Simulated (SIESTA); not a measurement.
Set up this calculation in SIESTA 5.4.2, as the native input.

```yaml
Task: single point
Functional: PBE
Potentials_or_basis: PseudoDojo 0.4 standard (PBE files)
Basis: DZP (energy shift 0.003 Ry; two zetas on semicore shells)
Grid_cutoff: 800 Ry
Energy_shift: 0.003 Ry
k_mesh: 10 × 10 × 1
Occupations: fermi-dirac, width 0.05 eV
Spin: no spin polarisation
dipole_correction: yes
```

The system is WS2, a slab with vacuum.

```
S W
1.0
     3.18352    0.00000    0.00000
    -1.59176    2.75701    0.00000
     0.00000    0.00000   35.06950
S W
4 2
Cartesian
  1.5918 0.9190 7.5000
  1.5918 0.9190 10.6189
  1.5918 0.9190 24.4506
  1.5918 0.9190 27.5695
  0.0000 1.8380 9.0595
  0.0000 1.8380 26.0100
```

The input as run:

WS2.fdf

```
SystemName                      WS2
SystemLabel                     WS2
NumberOfSpecies                 2
NumberOfAtoms                   6
%block ChemicalSpeciesLabel
  1  16 S
  2  74 W
%endblock ChemicalSpeciesLabel

UseStructFile                   true

%block kgrid.MonkhorstPack
   10   0   0  0.0
    0  10   0  0.0
    0   0   1  0.0
%endblock kgrid.MonkhorstPack
XC.Functional                   GGA
XC.Authors                      PBE
PAO.BasisSize                   DZP
PAO.EnergyShift                 0.003 Ry
Mesh.Cutoff                     800 Ry
OccupationFunction              FD
ElectronicTemperature           0.05 eV
Slab.DipoleCorrection           vacuum
MaxSCFIterations                120
SCF.MustConverge                false
SCF.Mixer.Method                Pulay
SCF.Mixer.Weight                0.25
SCF.Mixer.History               8
SCF.DM.Tolerance                5.0e-05
SCF.H.Tolerance                 1.0e-03 eV
WriteForces                     true
Charge.Mulliken                 end
%block PAO.Basis
  W 5
  n=5 0 2
    3.045 0.000
  n=6 0 2
    7.641 0.000
  n=5 1 2
    3.655 0.000
  n=6 1 1
    7.641
  n=5 2 2
    6.655 0.000
%endblock PAO.Basis
```

WS2.STRUCT_IN

```
   3.1835163551     0.0000000000     0.0000000000
  -1.5917581776     2.7570060369     0.0000000000
   0.0000000000     0.0000000000    35.0695015113
6
1  16    0.6666666700     0.3333333400     0.2138610381
2  74    0.3333333300     0.6666666600     0.2583287877
1  16    0.6666666700     0.3333333400     0.3027965373
1  16    0.6666666700     0.3333333400     0.6972034627
2  74    0.3333333300     0.6666666600     0.7416712123
1  16    0.6666666700     0.3333333400     0.7861389619
```

Potentials or basis: PseudoDojo 0.4 standard (PBE files), DZP (energy shift 0.003 Ry; two zetas on semicore shells).

Launch:

```sh
$ siesta < WS2.fdf > WS2.out 2>&1
```

Results of the run:

| Quantity | Value |
| --- | --- |
| Largest force | 0.687 eV/Å |
| Band gap on the k mesh | 2.00 eV, indirect (least direct gap 2.22 eV) |

Caveat: spin-orbit coupling is left out, which moves the levels of the heavy elements; the basis of atomic orbitals isn't converged, which shifts pressures, moduli and gaps.

It took 63 s on 1 thread of Arm Neoverse V2, with other jobs on the host, peak memory 0.52 GiB.
